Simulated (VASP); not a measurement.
# CO2 in VASP 6.6.1, single-point calculation

INCAR

```
ENCUT = 520
LASPH = .TRUE.
ISIF = 2
LCHARG = .FALSE.
ALGO = All
GGA = PE
IBRION = -1
LREAL = .FALSE.
NELM = 54
SIGMA = 0.02
PREC = Accurate
NSW = 0
LWAVE = .FALSE.
ISMEAR = -1
ADDGRID = .TRUE.
NBANDS = 25
EDIFF = 1E-7
```

KPOINTS

```
KPOINTS created by Atomic Simulation Environment
0
Gamma
6 6 6
0 0 0
```

POSCAR

```
C  O
 1.0000000000000000
     4.2072315545999999    0.0000000000000000    0.0000000000000000
     0.0000000000000000    4.2072315545999999    0.0000000000000000
     0.0000000000000000    0.0000000000000000    4.6212335210999997
 C   O
   2   4
Cartesian
  2.1036157772999999  2.1036157772999999  2.3106167605499999
  0.0000000000000000 -0.0000000000000000  0.0000000000000000
  1.2829619797998215  2.9242695748001784  2.3106167605499999
  2.9242695748001784  1.2829619797998215  2.3106167605499999
  0.8206537975001785  0.8206537975001785  0.0000000000000000
  3.3865777570998215  3.3865777570998215  0.0000000000000000
```

The recommended PBE PAW datasets give the neutral cell 32 valence electrons.

Command

```
mpirun -np 1 vasp_std
```

**Question.** Predict the outcome of this run.

**Answer.** It converged. Results: gap between bands v and c on the k mesh 6.66 eV; least direct gap on the k mesh 7.14 eV; pressure 6.4 GPa; largest force 1.45 eV/Å. Band v is the last that the valence electrons fill when counted band by band, and c is the next.

OSZICAR

```
N       E                     dE             d eps       ncg     rms           ort
DAV:   1     0.165520468627E+03    0.16552E+03   -0.18636E+04  1000   0.123E+03
DAV:   2    -0.389146422737E+02   -0.20444E+03   -0.19460E+03  1000   0.277E+02
DAV:   3    -0.491230862358E+02   -0.10208E+02   -0.10155E+02  1000   0.625E+01
DAV:   4    -0.492063065617E+02   -0.83220E-01   -0.83157E-01  1000   0.654E+00
DAV:   5    -0.492073156656E+02   -0.10091E-02   -0.10089E-02  1000   0.700E-01
SDA:   6    -0.411003109028E+02    0.81070E+01   -0.10089E-02  1000   0.248E+02   0.000E+00
CGA:   7    -0.453613872660E+02   -0.42611E+01   -0.42572E+01  1000   0.140E+01  -0.460E-02
CGA:   8    -0.457804962945E+02   -0.41911E+00   -0.41898E+00  1000   0.373E+00  -0.961E-03
CGA:   9    -0.458844008847E+02   -0.10390E+00   -0.10402E+00  1000   0.710E-01  -0.132E-02
CGA:  10    -0.459089597961E+02   -0.24559E-01   -0.24597E-01  1000   0.172E-01  -0.227E-03
CGA:  11    -0.459145940278E+02   -0.56342E-02   -0.56370E-02  1000   0.325E-02  -0.254E-04
CGA:  12    -0.459157058038E+02   -0.11118E-02   -0.11125E-02  1000   0.571E-03  -0.642E-05
CGA:  13    -0.459159118795E+02   -0.20608E-03   -0.20627E-03  1000   0.102E-03  -0.176E-05
CGA:  14    -0.459159489945E+02   -0.37115E-04   -0.37268E-04  1000   0.192E-04  -0.141E-05
CGA:  15    -0.459159564124E+02   -0.74179E-05   -0.75735E-05  1000   0.419E-05  -0.120E-05
CGA:  16    -0.459159580780E+02   -0.16656E-05   -0.16954E-05  1000   0.999E-06  -0.201E-06
CGA:  17    -0.459159585035E+02   -0.42552E-06   -0.43991E-06  1000   0.244E-06  -0.877E-07
CGA:  18    -0.459159585976E+02   -0.94046E-07   -0.95295E-07  1000   0.481E-07  -0.113E-07
   1 F= -.45915959E+02 E0= -.45915959E+02  d E =-.414367E-11
```

For comparison, a separate PBE run of the intended cell, on usual settings and not on those above, gives a gap of 6.66 eV on its mesh and a pressure of 6.4 GPa.
